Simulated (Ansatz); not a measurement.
BaZrO3:

```xyz
5
Lattice="4.1913 0.0000 0.0000 0.0000 4.1913 0.0000 0.0000 0.0000 4.1913" Properties=species:S:1:pos:R:3 pbc="T T T"
Ba    0.0000    0.0000    0.0000
Zr    2.0957    2.0957    2.0957
O     2.0957    2.0957    0.0000
O     2.0957    0.0000    2.0957
O     0.0000    2.0957    2.0957
```

Base run:

```yaml
Program: Ansatz 0.2.0
Functional: RPBE
Potentials_or_basis: Ansatz PAW
Cutoff: "420 eV (not typed: the program's choice for these potentials)"
k_mesh: 6 × 6 × 6
Occupations: fermi-dirac, width 0.05 eV
Spin: no spin polarisation
```

Its results: band gap on the k mesh 3.29 eV, indirect (least direct gap 3.48 eV); pressure 7.7 GPa.

Problem. After a change of settings the same cell gave: band gap on the k mesh 3.24 eV, indirect (least direct gap 3.44 eV); pressure 4.0 GPa. Which change was it?
A. functional from RPBE to BLYP
B. functional from RPBE to PBE; occupations from fermi-dirac, width 0.05 eV to gaussian, width 0.015 eV
C. functional from RPBE to PBEsol
D. functional from RPBE to revPBE

Solution. B.

Caveats: spin-orbit coupling is left out, which moves the levels of the heavy elements; the PAW data sets come from PBE, with cores solved anew for the run's functional, which leaves a small shift of forces and pressure (some runs).
